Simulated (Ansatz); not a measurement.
Level of theory: Ansatz, DFT PBE, scalar-relativistic, plane waves, PAW. Settings: cutoff 420 eV, Γ-centred meshes spaced at most about 0.3 Å⁻¹, and about 0.25 Å⁻¹ or finer for metals (2π included), Gaussian smearing. No spin polarisation.

Each guess is relaxed in cell and atoms at zero pressure, on a coarse mesh first where it starts far from rest and then on a converged one. The steps can't lower the symmetry of the start, but it can rise. Energies are static (0 K, no zero-point motion).

Two unrelaxed guesses for Si₅Ge:

A.

```yaml
crystal:
  lattice:
    - [3.89518, 0.00000, 0.00000]
    - [-1.94759, 3.37332, 0.00000]
    - [0.00000, 0.00000, 8.49475]
  atoms:
    - { symbol: Si, position: [0.50000, 0.00000, 0.00000] }
    - { symbol: Si, position: [0.00000, 0.50000, 0.00000] }
    - { symbol: Si, position: [0.50000, 0.50000, 0.00000] }
    - { symbol: Si, position: [0.00000, 0.00000, 0.74615] }
    - { symbol: Si, position: [0.00000, 0.00000, 0.25385] }
    - { symbol: Ge, position: [0.00000, 0.00000, 0.50000] }
```

B.

```yaml
crystal:
  lattice:
    - [4.89538, 0.00000, 0.00000]
    - [-2.44769, 4.23953, 0.00000]
    - [0.00000, 0.00000, 4.59015]
  atoms:
    - { symbol: Si, position: [0.66667, 0.33333, 0.00000] }
    - { symbol: Si, position: [0.33333, 0.66667, 0.00000] }
    - { symbol: Si, position: [0.33333, 0.00000, 0.50000] }
    - { symbol: Si, position: [0.00000, 0.33333, 0.50000] }
    - { symbol: Si, position: [0.66667, 0.66667, 0.50000] }
    - { symbol: Ge, position: [0.00000, 0.00000, 0.00000] }
```

Question: Which guess leads to the lower structure, and by how much?

Answer: B ends lower, by 0.35 eV/atom. A: P6/mmm at 18.6 Å³/atom → P6/mmm at 24.6 Å³/atom; B: P-62m at 15.9 Å³/atom → P-62m at 15.4 Å³/atom. Counting Si atoms around Ge (those within 1.25 times the shortest such distance or 1.15 times the sum of covalent radii, 1.27 where that leaves under three; the shortest distance is added where it exceeds 1.18 times the sum of covalent radii), the end of A has Ge 2 and the end of B has Ge 12 from 2.8 Å. End of A. Conventional cell: a = 4.866 Å, c = 7.192 Å. Si on a site of symmetry mmm is surrounded by 4 Si at 2.43 Å and 4 Si at 2.74 Å; around Si on a site of symmetry 6mm lie 1 Ge at 2.33 Å, 1 Si at 2.54 Å and 6 Si at 2.74 Å; Ge has 2 Si at 2.33 Å. End of B. Conventional cell: a = 4.910 Å, c = 4.436 Å. Si on a site of symmetry m2m has 8 Si at 2.71–2.72 Å, 2 Ge at 2.85 Å and 2 Si at 3.10 Å; Si on a site of symmetry -6 is surrounded by 9 Si at 2.72–2.83 Å and 3 Ge at 2.83 Å; Ge is surrounded by 12 Si at 2.83–2.85 Å.

Ends held by symmetry can be saddle points. Neither end is the lowest form computed: that has Si and Ge ordered on diamond sites, space group Imm2 (No. 44) and lies 0.52 eV/atom below the better end. Even the lowest of the cells shown lies +0.52 eV/atom against the elements. Some candidate types were left out of the draw beforehand, so a known form may be missing.
